## Stretching BAs: pressure and energy cost

Boron arsenide was calculated in its zincblende structure at several volumes with a semilocal density functional. In the known rows it is stretched by at most 4.4 % in volume. The last row goes to almost 13 %, with bonds 4.1 % longer than at zero pressure. How hard does the crystal pull back there, and what does the stretch cost in energy?

Ansatz 0.2.0 calculations of zincblende BAs (2-atom cell, fixed atoms) with PBEsol and PAW, scalar-relativistic and without spin polarization; plane-wave cutoff 420 eV, 10×10×10 k mesh, Gaussian smearing of 0.02 eV. Energies are extrapolated to zero smearing and taken relative to the elements' standard forms in the same functional; pressure is positive in compression.

```csv
volume (Å³/atom),shortest distance (Å),energy over elements (eV/atom),pressure (GPa)
10.701,1.908,0.349,53.07
13.548,2.065,-0.039,0.00
13.751,2.075,-0.038,-2.02
13.909,2.083,-0.035,-3.49
14.140,2.094,-0.028,-5.50
15.279,2.149,?,?
```

The row at 13.548 Å³/atom is the reference, with zero pressure and the lowest known energy. A negative pressure means that the cell would contract if released, so an outside tension must hold it open. The energy over elements compares each BAs cell with boron and arsenic in their unstrained standard forms.

### Why the crystal softens

The known pressures already show softening. The bulk modulus is the pressure change per relative change of volume. Averaged between the compressed row and the reference it is 225 GPa, but between the two most stretched known rows only 122 GPa. A forecast that keeps the stiffness of the reference would therefore pull too hard.

The usual explanation is a balance of two forces. Bonding electrons draw the atoms together, while the overlap of filled shells and the squeezing of the valence electrons push them apart. At the reference volume the two cancel. The repulsion has the shorter range, so a stretch removes it faster than the attraction, and a net inward pull appears. With further stretch there is less repulsion left to lose and the attraction itself fades, so each new step adds less pull than the last. Compression does the reverse: the repulsion climbs steeply and the crystal stiffens. The table gives only the total pressure, so this division is argued from theory.

The Vinet equation puts the balance into a simple form. Let q be the bond length divided by its value at zero pressure. The restoring force is taken as proportional to (1 − q) exp[s(1 − q)], where s sets how fast it departs from a simple spring. Pressure is the energy change per change of volume, and volume grows as q³, which brings in a division by q²:

P = 3B₀ (1 − q)/q² · exp[s(1 − q)]

B₀ is the bulk modulus at zero pressure. A fit to the five known pressures gives B₀ = 140 GPa and s = 4.7. Near zero pressure, this means that each percent of added volume lowers the bulk modulus by about 4 %.

### Forecast

At 15.279 Å³/atom, a row outside the fit, q is 1.041. The spring term 3B₀(1 − q) alone gives about −17 GPa. Dividing by q² brings this to about −16 GPa, and the exponential factor of 0.83 brings it to −13.1 GPa. In this model, most of the softening thus arises because the force grows more slowly than that of a simple spring, and less of it comes from the geometry.

The forecast is −13.1 ± 0.3 GPa: a stronger pull than in any known row, but well short of the −16.9 GPa that a constant bulk modulus would give. The bar is a judgement. It covers the difference of 0.1 GPa from the equally reasonable Birch–Murnaghan curve, and the reach beyond the known stretches.

The energy follows by adding up the work done against this pull, with the zero set by the known energies. The forecast is +0.040 ± 0.002 eV/atom, so the energy over elements should change sign. Both forecasts assume that the electronic state stays the same. The known rows support this: from zero pressure to the largest known stretch, the band gap stays near 1.1 eV and widens slightly. At each sampled k point the filled and empty bands also lie about 3.2 eV or more apart, so a crossing hidden between those points is unlikely.

### Result

The withheld rows as computed:

```csv
volume (Å³/atom),shortest distance (Å),energy over elements (eV/atom),pressure (GPa)
15.279,2.149,0.040,-13.16
```

Both values fall well inside their bars. The computed pressure is −13.16 GPa and the energy is 0.040 eV/atom, positive as forecast. The band gap has widened further, to about 1.2 eV, so there is no sign of the change in electronic state that could have upset the forecast. The Birch–Murnaghan curve also lands within the pressure bar, so this row gives no strong reason to prefer one form. A constant bulk modulus would have made the pull 28 % too strong.

The compressed row had already probed a larger change of bond length, though in the opposite direction. Its bonds are 7.6 % shorter than the reference (1.908 against 2.065 Å), while those of the last row are only 4.1 % longer. That row largely fixes the curvature, which the small stretches alone determine less precisely. Whether the Vinet form fitted without it would also meet the withheld pressure was not tested, so the success may depend on that row. The printed analysis after this section shows how much the fit suffers when single rows are left out.

For practical use, the main lesson is the loss of stiffness. On the fitted curve the bulk modulus at the largest volume is about 81 GPa, 42 % below its value at zero pressure. The tension of 13 GPa is not a breaking strength, because the cell was kept cubic and could neither shear nor crack. Nor does the positive energy mean that BAs would decompose: the compound is strained, whereas the elements it is compared with are not.

Output of the analysis:

```
fit of pressure on 5 rows: coefficient of 3*(1 - q)/q**2*exp(s*(1 - q)) 140.4 +/- 0.014, s 4.675; rms 0.00412, worst 13.909 -0.00598, leave-one-out rms 0.818
  rows outside the fit (model, value, miss): 15.279 -13.13, -13.16, 0.0324
fit of pressure on 5 rows: coefficient of g 140 +/- 0.049, coefficient of g*f 1.978 +/- 0.58; rms 0.0021, worst 13.909 -0.00355, leave-one-out rms 0.462
  rows outside the fit (model, value, miss): 15.279 -13.24, -13.16, -0.0754
Pressures and moduli in GPa, energies in eV/atom:
     row  P_computed  P_Vinet  P_Birch  E_computed   E_Vinet  modulus_from_row_above  modulus_Vinet
  10.701       53.07    53.07    53.07       0.349     0.349                     n/a          328.1
  13.548           0        0        0      -0.039  -0.03896                     225          140.4
  13.751       -2.02   -2.024   -2.022      -0.038  -0.03766                   135.8          131.9
  13.909       -3.49   -3.496   -3.494      -0.035  -0.03493                   128.7          125.7
   14.14        -5.5   -5.495   -5.497      -0.028  -0.02843                     122            117
  15.279      -13.16   -13.13   -13.24        0.04   0.03975                   98.87          81.33
Volume of the withheld row above the zero-pressure row, %: 12.78
Volume of the most stretched known row above the zero-pressure row, %: 4.37
Bond length of the withheld row above the zero-pressure row, %: 4.068
Pressure derivative of the bulk modulus at zero pressure (Vinet): 4.117
Pressure forecast for the withheld row (bar 0.3), GPa: -13.13
Pressure computed less forecast, GPa: -0.03241
Birch-Murnaghan less Vinet pressure in the withheld row, GPa: -0.1078
Pressure with constant bulk modulus in the withheld row, GPa: -16.88
Energy forecast for the withheld row (bar 0.002), eV/atom: 0.03975
Energy computed less forecast, eV/atom: 0.0002468
Birch-Murnaghan energy in the withheld row, eV/atom: 0.04031
Energy with constant bulk modulus in the withheld row, eV/atom: 0.05404
Fall of the Vinet bulk modulus from zero pressure to the withheld row, %: 42.05
```
